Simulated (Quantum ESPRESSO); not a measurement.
Crystal: MgS (Niningerite).

```
S Mg
1.0
     0.00000    2.60165    2.60165
     2.60165    0.00000    2.60165
     2.60165    2.60165    0.00000
S Mg
1 1
Direct
  0.50000 0.50000 0.50000
  0.00000 0.00000 0.00000
```

Program: Quantum ESPRESSO 7.5. Alike in all runs: task band structure; potentials or basis SG15 PBE 1.2; no spin polarisation; cell as given; cutoff (eV) 952; smearing fermi-dirac 0.05 eV.

Q: Order these runs on this cell by their band gap on the k mesh, lowest first.
A. level LDA; k mesh 9 × 9 × 9; SCF threshold 4e-10 Ry; form of the LDA correlation PZ81
B. level r2SCAN; k mesh 7 × 7 × 7; SCF threshold 1e-08 Ry; symmetry off
C. level M06L; k mesh 7 × 7 × 7; SCF threshold 1e-08 Ry; symmetry off
D. level PBE; k mesh 9 × 9 × 9; SCF threshold 4e-10 Ry
E. level HLE16; k mesh 9 × 9 × 9; SCF threshold 4e-10 Ry

A: A (2.59 eV), D (2.93 eV), B (3.74 eV), E (4.00 eV), C (4.46 eV).

Caveats: the mesh misses the band edges, which the band path finds closer together; the potentials were made for a functional far from this one (some runs); some levels on the path didn't converge (some runs).
